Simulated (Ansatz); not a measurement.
Runs of Ansatz 0.2.0 on CuO. The typed cell holds 4 atoms: a = 2.883 Å, b = 2.899 Å, c = 5.178 Å, α = 95.58°, β = 94.58°, γ = 73.84°. 

```tsv
level	U	hubbard projectors	double counting	gap on the mesh (eV)	pressure (GPa)	largest force (eV/Å)
PBE	-	-	-	none	97.2	42.02
PBE+U	Cu d U = 4 eV	ortho-atomic (the default)	fll (the default)	none	99.2	42.59
PBE+U	Cu d U = 8 eV	ortho-atomic (the default)	fll (the default)	none	101.7	43.08
PBE+U	Cu d U = 2 eV	ortho-atomic (the default)	fll (the default)	none	98.1	42.31
PBE+U	Cu d U = 1 eV	ortho-atomic (the default)	fll (the default)	none	(b)	42.16
PBE+U	Cu d U = 6 eV	ortho-atomic (the default)	fll (the default)	none	100.4	(a)
PBE+U	Cu d U = 5 eV	ortho-atomic (the default)	fll (the default)	none	99.8	42.72
PBE+U	Cu d U = 3 eV	ortho-atomic (the default)	fll (the default)	none	98.6	42.45
```

Alike in all rows: task band structure; potentials or basis Ansatz PAW; no spin polarisation; cell all atoms moved at random, sigma 0.25 Å a component, cell strained at random, sigma 0.03; k mesh 10 × 10 × 5; cutoff (eV) 420; smearing fermi-dirac 0.05 eV.

Q: Fill in the values left out.

A: (a) 42.84; (b) 97.6.

Caveats: the cell as given lies far from equilibrium; the run has no spin polarisation, though such a crystal can be magnetic; forces of over 1 eV/Å show positions far from the minimum, so gaps and moduli don't describe the material at rest; U without spin polarisation on a metal has little footing (some runs); semilocal functionals often make such compounds metallic where correlation or magnetic order opens a gap, which also shifts bond lengths (some runs).

A gap of «none» marks a metal or a gap under the smearing width.
